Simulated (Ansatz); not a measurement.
# Si: the cost of one run

Computed with Ansatz 0.2.0 (DFT r2SCAN, scalar-relativistic, plane waves, PAW).

1 further run of the same task is left out (it didn't finish).

### 1 The system as given

Symmetry: Fd-3m, No. 227, cubic system. Conventional cell: a = 5.470 Å, b = 5.470 Å, c = 5.470 Å, α = 90.00°, β = 90.00°, γ = 90.00°. Around Si (site symmetry -43m) lie 4 Si at 2.37 Å.

Structure file:

```
Si
1.0
     3.20088   -1.93410    0.98715
     3.20088    1.93410    0.98715
     0.27160    0.00000    6.69374
Si
4
Direct
  0.06250 0.56250 0.81250
  0.43750 0.93750 0.68750
  0.93750 0.43750 0.18750
  0.56250 0.06250 0.31250
```

The cell was relaxed beforehand at this level, from a generated guess; it is a trial structure. At a tolerance of 0.02 Å it has space group Fd-3m (No. 227); it has 20.46 Å³/atom, an uncorrected energy of +0.00 eV/atom over the standard state and, on its mesh, gap 0.65 eV.

### 2 The same geometry with r2SCAN

File input.yaml:

```yaml
crystal:
  lattice:
    - [3.2008762645, -1.9341044126, 0.9871488616]
    - [3.2008762645, 1.9341044126, 0.9871488616]
    - [0.2715967688, 0.0, 6.6937372018]
  atoms:
    - { symbol: Si, position: [0.0625006497, 0.5625006498, 0.8124996195] }
    - { symbol: Si, position: [0.4374993502, 0.9374993502, 0.6875003805] }
    - { symbol: Si, position: [0.9374993502, 0.4374993503, 0.1875003805] }
    - { symbol: Si, position: [0.5625006497, 0.0625006497, 0.3124996195] }
basis:
  ecutwfc: 500
kpoints:
  mp_grid: { grid: [8, 8, 4] }
  band_path:
    path:
      - [[0.0, 0.0, 0.0], [1.19e-06, 0.50000169, -0.49999612], [0.25000119, 0.75000169, 3.88e-06], [0.50000144, 0.50000144, 3.88e-06], [0.0, 0.0, 0.0], [0.5, 0.5, 1.0], [0.62496347, 0.62496347, 0.75007643]]
      - [[0.3750394, 0.3750394, -0.75006867], [0.0, 0.0, 0.0]]
      - [[1.19e-06, 0.50000169, -0.49999612], [0.25007652, 0.50000228, -0.75006867]]
      - [[0.50000059, 0.74992635, 0.75007643], [0.5, 0.5, 1.0]]
    npoints: 14
hamiltonian:
  xc: r2scan
scf:
  occupations: { method: gaussian, width: 0.02 }
  n_extra_bands: 10
output:
  forces: true
  stress: true
  eigenvalues: true
  populations: true
  dos: { projected: true, de: 0.02, nscf_kmesh: { grid: [12, 12, 6] } }
  bader: true
  write_density: true
  write_potential: true
  elf: true
  volumetric_format: npy
```

On the command line:

```sh
ansatz run input.yaml --threads 1 --pin off --max-ram 2560MiB --backend cpu --events-out ev --progress --plain --runs-dir out
```

What time and memory should one allow on 1 thread of Arm Neoverse V1, shared host?

About 1.7 min, with a peak of 0.6 GiB.
